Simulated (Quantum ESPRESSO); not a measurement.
# BN (P1) in Quantum ESPRESSO: equation of state

How stiff is BN in PBE, and what volume does it want? The cell is scaled to several volumes.

Everything below comes from runs of Quantum ESPRESSO 7.5. Logs are shortened: lines on timing, memory, paths and dates and some standing lists are left out, and cuts for length are marked.

### Step 1. The crystal as given

The typed cell holds 2 atoms: a = 2.508 Å, b = 2.508 Å, c = 3.274 Å, α = 101.11°, β = 101.11°, γ = 119.81°.

The cell comes from a database or a generator and needn't be the stable form of this composition.

### Step 2. Single point, PBE, 7.75 Å³/atom

pw.in reads:

```
&CONTROL
  calculation = 'scf'
  prefix = 'pwscf'
  outdir = './tmp'
  pseudo_dir = './pseudo'
  tprnfor = .true.
  tstress = .true.
  disk_io = 'nowf'
/
&SYSTEM
  ibrav = 0
  nat = 2
  ntyp = 2
  ecutwfc = 60
  ecutrho = 480
  nbnd = 9
  occupations = 'smearing'
  smearing = 'fd'
  degauss = 0.00367493
/
&ELECTRONS
  conv_thr = 4d-10
  electron_maxstep = 120
  mixing_beta = 0.5
/
ATOMIC_SPECIES
N     14.0070 N.pbe-n-radius_5.UPF
B     10.8100 b_pbe_v1.4.uspp.F.UPF
CELL_PARAMETERS angstrom
   2.4568420491    0.0000000000    0.0000000000
  -1.2212605467    2.1318056974    0.0000000000
  -0.6177907512   -1.0659028487    2.9608381970
ATOMIC_POSITIONS crystal
N      0.6685060000    0.3323850000    0.9849990000
B      0.9796430000    0.9834990000    0.0018060000
K_POINTS automatic
13 13 9 0 0 0
```

Potentials or basis: SSSP 1.3 efficiency PBE.

Started as:

```sh
$ OMP_NUM_THREADS=1 pw.x -in pw.in > pw.out
```

pw.out:

```text
This program is part of the open-source Quantum ESPRESSO suite
     for quantum simulation of materials; please cite
[... 6 lines left out ...]
     --------------------
     sticks:   dense  smooth     PW     G-vecs:    dense   smooth      PW
     Sum         721     361    121                18503     6559    1409

     Using Slab Decomposition

     bravais-lattice index     =            0
     lattice parameter (alat)  =       4.6428  a.u.
     unit-cell volume          =     104.6493 (a.u.)^3
     number of atoms/cell      =            2
     number of atomic types    =            2
     number of electrons       =         8.00
     number of Kohn-Sham states=            9
     kinetic-energy cutoff     =      60.0000  Ry
     charge density cutoff     =     480.0000  Ry
     scf convergence threshold =      4.0E-10
     mixing beta               =       0.5000
     number of iterations used =            8  plain     mixing
     Exchange-correlation=  SLA  PW   PBX  PBC
                           (   1   4   3   4   0   0   0)

     celldm(1)=   4.642759  celldm(2)=   0.000000  celldm(3)=   0.000000
     celldm(4)=   0.000000  celldm(5)=   0.000000  celldm(6)=   0.000000

     crystal axes: (cart. coord. in units of alat)
               a(1) = (   1.000000   0.000000   0.000000 )
               a(2) = (  -0.497085   0.867702   0.000000 )
               a(3) = (  -0.251457  -0.433851   1.205140 )

     reciprocal axes: (cart. coord. in units 2 pi/alat)
               b(1) = (  1.000000  0.572876  0.414890 )
               b(2) = ( -0.000000  1.152470  0.414890 )
               b(3) = (  0.000000 -0.000000  0.829779 )

     PseudoPot. # 1 for N  read from file:
     N.pbe-n-radius_5.UPF
     Pseudo is Ultrasoft + core correction, Zval =  5.0
     Generated using "atomic" code by A. Dal Corso  v.5.1
     Using radial grid of 1085 points,  4 beta functions with:
                l(1) =   0
                l(2) =   0
                l(3) =   1
                l(4) =   1
     Q(r) pseudized with 0 coefficients

     PseudoPot. # 2 for B  read from file:
     b_pbe_v1.4.uspp.F.UPF
     Pseudo is Ultrasoft + core correction, Zval =  3.0
     Generated by new atomic code, or converted to UPF format
     Using radial grid of  781 points,  4 beta functions with:
                l(1) =   0
                l(2) =   0
                l(3) =   1
                l(4) =   1
     Q(r) pseudized with  8 coefficients,  rinner =    1.100   1.100   1.100

     atomic species   valence    mass     pseudopotential
     N                 5.00    14.00700     N ( 1.00)
     B                 3.00    10.81000     B ( 1.00)

     No symmetry found

   Cartesian axes

     site n.     atom                  positions (alat units)
         1        N      tau(   1) = (   0.2555971  -0.1389316   1.1870615  )
         2        B      tau(   2) = (   0.4903058   0.8526001   0.0021765  )

     number of k points=  1463  Fermi-Dirac smearing, width (Ry)=  0.0037

     Number of k-points >= 100: set verbosity='high' to print them.

     Dense  grid:    18503 G-vectors     FFT dimensions: (  36,  36,  45)

     Smooth grid:     6559 G-vectors     FFT dimensions: (  24,  24,  30)

     Initial potential from superposition of free atoms

     starting charge       7.9997, renormalised to       8.0000
     Starting wfcs are    8 randomized atomic wfcs +    1 random wfcs

     Self-consistent Calculation

     iteration #  1     ecut=    60.00 Ry     beta= 0.50
     Davidson diagonalization with overlap
     ethr =  1.00E-02,  avg # of iterations =  5.1

     total energy              =     -26.67748195 Ry
     estimated scf accuracy    <       0.38779110 Ry

     iteration #  2     ecut=    60.00 Ry     beta= 0.50
     Davidson diagonalization with overlap
     ethr =  4.85E-03,  avg # of iterations =  1.3

     total energy              =     -26.74735404 Ry
     estimated scf accuracy    <       0.03286644 Ry

     iteration #  3     ecut=    60.00 Ry     beta= 0.50
     Davidson diagonalization with overlap
     ethr =  4.11E-04,  avg # of iterations =  2.6

     total energy              =     -26.75251189 Ry
     estimated scf accuracy    <       0.00382119 Ry

     iteration #  4     ecut=    60.00 Ry     beta= 0.50
     Davidson diagonalization with overlap
     ethr =  4.78E-05,  avg # of iterations =  3.1

     total energy              =     -26.75306031 Ry
     estimated scf accuracy    <       0.00015753 Ry

     iteration #  5     ecut=    60.00 Ry     beta= 0.50
     Davidson diagonalization with overlap
     c_bands:  1 eigenvalues not converged
     ethr =  1.97E-06,  avg # of iterations =  3.7

     total energy              =     -26.75311103 Ry
     estimated scf accuracy    <       0.00003117 Ry

     iteration #  6     ecut=    60.00 Ry     beta= 0.50
     Davidson diagonalization with overlap
     ethr =  3.90E-07,  avg # of iterations =  1.6

     total energy              =     -26.75311709 Ry
     estimated scf accuracy    <       0.00000062 Ry

     iteration #  7     ecut=    60.00 Ry     beta= 0.50
     Davidson diagonalization with overlap
     ethr =  7.69E-09,  avg # of iterations =  3.7

     total energy              =     -26.75311757 Ry
     estimated scf accuracy    <       0.00000004 Ry

     iteration #  8     ecut=    60.00 Ry     beta= 0.50
     Davidson diagonalization with overlap
     ethr =  4.47E-10,  avg # of iterations =  2.1

     total energy              =     -26.75311758 Ry
     estimated scf accuracy    <          2.4E-09 Ry

     iteration #  9     ecut=    60.00 Ry     beta= 0.50
     Davidson diagonalization with overlap
     ethr =  3.00E-11,  avg # of iterations =  2.2

     End of self-consistent calculation

     Number of k-points >= 100: set verbosity='high' to print the bands.

     the Fermi energy is     8.5868 ev

!    total energy              =     -26.75311758 Ry
     estimated scf accuracy    <          3.5E-10 Ry
     smearing contrib. (-TS)   =      -0.00000000 Ry
     internal energy E=F+TS    =     -26.75311758 Ry

     The total energy is F=E-TS. E is the sum of the following terms:
     one-electron contribution =      -4.15393166 Ry
     hartree contribution      =       6.75439832 Ry
     xc contribution           =      -8.63195858 Ry
     ewald contribution        =     -20.72162566 Ry

     convergence has been achieved in   9 iterations

     Forces acting on atoms (cartesian axes, Ry/au):

     atom    1 type  1   force =    -0.07428380   -0.09326525    0.02145655
     atom    2 type  2   force =     0.07428380    0.09326525   -0.02145655

     Total force =     0.171329     Total SCF correction =     0.000005

     Computing stress (Cartesian axis) and pressure

          total   stress  (Ry/bohr**3)                   (kbar)     P=      226.25
   0.00136432  -0.00050371   0.00004597          200.70      -74.10        6.76
  -0.00050371   0.00255462   0.00009560          -74.10      375.80       14.06
   0.00004597   0.00009560   0.00069510            6.76       14.06      102.25

=------------------------------------------------------------------------------=
   JOB DONE.
=------------------------------------------------------------------------------=
```

Run time: 2.5 min. Hardware: 1 thread of Arm Neoverse V1, shared host; peak memory 0.21 GiB.

Results:

| Quantity | Value |
| --- | --- |
| Free energy | -363.9947 eV |
| Pressure | 22.6 GPa |
| Largest force | 3.115 eV/Å |
| Band gap on the k mesh | 2.82 eV, indirect (least direct gap 4.71 eV) |

Caveat: an odd mesh through Γ misses points on the zone boundary, where band edges often lie; forces of over 1 eV/Å show positions far from the minimum, so gaps and moduli don't describe the material at rest.

### Step 3. Single point, PBE, 7.92 Å³/atom

pw.in: that of step 2 with these lines changed.

```diff
@@ -29,5 +29,5 @@
 CELL_PARAMETERS angstrom
-   2.4568420491    0.0000000000    0.0000000000
-  -1.2212605467    2.1318056974    0.0000000000
-  -0.6177907512   -1.0659028487    2.9608381970
+   2.4741443238    0.0000000000    0.0000000000
+  -1.2298612564    2.1468189082    0.0000000000
+  -0.6221415337   -1.0734094541    2.9816898573
 ATOMIC_POSITIONS crystal
```

Potentials or basis: SSSP 1.3 efficiency PBE.

Started as:

```sh
$ OMP_NUM_THREADS=1 pw.x -in pw.in > pw.out
```

Run time: 2.4 min. Hardware: 1 thread of Arm Neoverse V1, shared host; peak memory 0.21 GiB.

Results (log left out):

```yaml
Free_energy: -364.0349 eV
Pressure: 15.8 GPa
Largest_force: 2.973 eV/Å
Band_gap_on_the_k_mesh: 2.84 eV, indirect (least direct gap 4.66 eV)
```

Caveat: an odd mesh through Γ misses points on the zone boundary, where band edges often lie; forces of over 1 eV/Å show positions far from the minimum, so gaps and moduli don't describe the material at rest.

### Step 4. Single point, PBE, 8.08 Å³/atom

pw.in: that of step 3 with these lines changed.

```diff
@@ -29,5 +29,5 @@
 CELL_PARAMETERS angstrom
-   2.4741443238    0.0000000000    0.0000000000
-  -1.2298612564    2.1468189082    0.0000000000
-  -0.6221415337   -1.0734094541    2.9816898573
+   2.4912079273    0.0000000000    0.0000000000
+  -1.2383433262    2.1616250238    0.0000000000
+  -0.6264323005   -1.0808125118    3.0022538854
 ATOMIC_POSITIONS crystal
```

Started as:

```sh
$ OMP_NUM_THREADS=1 pw.x -in pw.in > pw.out
```

Wall time 2.4 min (1 thread of Arm Neoverse V1, shared host); peak memory 0.22 GiB.

Results (log left out):

| Quantity | Value |
| --- | --- |
| Free energy | -364.0616 eV |
| Pressure | 9.5 GPa |
| Largest force | 2.839 eV/Å |
| Band gap on the k mesh | 2.85 eV, indirect (least direct gap 4.61 eV) |

Caveat: an odd mesh through Γ misses points on the zone boundary, where band edges often lie; forces of over 1 eV/Å show positions far from the minimum, so gaps and moduli don't describe the material at rest.

### Step 5. Single point, PBE, 8.25 Å³/atom

pw.in: that of step 4 with these lines changed.

```diff
@@ -29,5 +29,5 @@
 CELL_PARAMETERS angstrom
-   2.4912079273    0.0000000000    0.0000000000
-  -1.2383433262    2.1616250238    0.0000000000
-  -0.6264323005   -1.0808125118    3.0022538854
+   2.5080409239    0.0000000000    0.0000000000
+  -1.2467107647    2.1762310413    0.0000000000
+  -0.6306650796   -1.0881155206    3.0225400000
 ATOMIC_POSITIONS crystal
```

Started as:

```sh
$ OMP_NUM_THREADS=1 pw.x -in pw.in > pw.out
```

Run time: 2.5 min. Hardware: 1 thread of Arm Neoverse V1, shared host; peak memory 0.22 GiB.

Results (log left out):

| Quantity | Value |
| --- | --- |
| Free energy | -364.0760 eV |
| Pressure | 3.9 GPa |
| Largest force | 2.712 eV/Å |
| Band gap on the k mesh | 2.86 eV, indirect (least direct gap 4.56 eV) |

Caveat: an odd mesh through Γ misses points on the zone boundary, where band edges often lie; forces of over 1 eV/Å show positions far from the minimum, so gaps and moduli don't describe the material at rest.

### Step 6. Single point, PBE, 8.41 Å³/atom

pw.in: that of step 5 with these lines changed.

```diff
@@ -29,5 +29,5 @@
 CELL_PARAMETERS angstrom
-   2.5080409239    0.0000000000    0.0000000000
-  -1.2467107647    2.1762310413    0.0000000000
-  -0.6306650796   -1.0881155206    3.0225400000
+   2.5246509505    0.0000000000    0.0000000000
+  -1.2549673680    2.1906435874    0.0000000000
+  -0.6348417913   -1.0953217937    3.0425574046
 ATOMIC_POSITIONS crystal
```

Potentials or basis: SSSP 1.3 efficiency PBE.

Started as:

```sh
$ OMP_NUM_THREADS=1 pw.x -in pw.in > pw.out
```

Run time: 2.5 min. Hardware: 1 thread of Arm Neoverse V1, shared host; peak memory 0.23 GiB.

The run converged. Its results:

```yaml
Free_energy: -364.0791 eV
Pressure: -1.3 GPa
Largest_force: 2.591 eV/Å
Band_gap_on_the_k_mesh: 2.87 eV, indirect (least direct gap 4.51 eV)
```

Caveat: an odd mesh through Γ misses points on the zone boundary, where band edges often lie; forces of over 1 eV/Å show positions far from the minimum, so gaps and moduli don't describe the material at rest.

### Step 7. Single point, PBE, 8.58 Å³/atom

pw.in: that of step 6 with these lines changed.

```diff
@@ -29,5 +29,5 @@
 CELL_PARAMETERS angstrom
-   2.5246509505    0.0000000000    0.0000000000
-  -1.2549673680    2.1906435874    0.0000000000
-  -0.6348417913   -1.0953217937    3.0425574046
+   2.5410452472    0.0000000000    0.0000000000
+  -1.2631167351    2.2048689444    0.0000000000
+  -0.6389642561   -1.1024344721    3.0623148244
 ATOMIC_POSITIONS crystal
```

Started as:

```sh
$ OMP_NUM_THREADS=1 pw.x -in pw.in > pw.out
```

It took 2.5 min on 1 thread of Arm Neoverse V1, shared host; peak memory 0.23 GiB.

Results (log left out):

```
Free energy            : -364.0721 eV
Pressure               : -6.1 GPa
Largest force          : 2.478 eV/Å
Band gap on the k mesh : 2.87 eV, indirect (least direct gap 4.47 eV)
```

Caveat: an odd mesh through Γ misses points on the zone boundary, where band edges often lie; forces of over 1 eV/Å show positions far from the minimum, so gaps and moduli don't describe the material at rest.

### Step 8. Single point, PBE, 8.74 Å³/atom

pw.in: that of step 7 with these lines changed.

```diff
@@ -29,5 +29,5 @@
 CELL_PARAMETERS angstrom
-   2.5410452472    0.0000000000    0.0000000000
-  -1.2631167351    2.2048689444    0.0000000000
-  -0.6389642561   -1.1024344721    3.0623148244
+   2.5572306852    0.0000000000    0.0000000000
+  -1.2711622815    2.2189130743    0.0000000000
+  -0.6430342018   -1.1094565371    3.0818205403
 ATOMIC_POSITIONS crystal
```

Started as:

```sh
$ OMP_NUM_THREADS=1 pw.x -in pw.in > pw.out
```

It took 2.5 min on 1 thread of Arm Neoverse V1, shared host; peak memory 0.23 GiB.

It converged, with:

- Free energy: -364.0556 eV
- Pressure: -10.4 GPa
- Largest force: 2.370 eV/Å
- Band gap on the k mesh: 2.88 eV, indirect (least direct gap 4.42 eV)

Caveat: an odd mesh through Γ misses points on the zone boundary, where band edges often lie; forces of over 1 eV/Å show positions far from the minimum, so gaps and moduli don't describe the material at rest.

### Step 9. Equation of state, PBE

Potentials or basis: SSSP 1.3 efficiency PBE.

This step only gathers the single runs of the series.

What came out:

```yaml
Equilibrium_volume: 8.38 Å³/atom
Bulk_modulus_at_fixed_shape_and_positions: 257 GPa
Pressure_derivative_of_the_bulk_modulus: 3.6
```

Energy against volume, from the lowest point:
| volume (Å³/atom) | energy (meV/atom) |
| --- | --- |
| 7.754 | 42.22 |
| 7.919 | 22.14 |
| 8.084 | 8.79 |
| 8.249 | 1.59 |
| 8.414 | 0.00 |
| 8.579 | 3.53 |
| 8.744 | 11.75 |

Caveat: the cell was scaled at fixed shape and fractional positions, which overstates the stiffness of a crystal with free parameters, most of all of layers and chains.
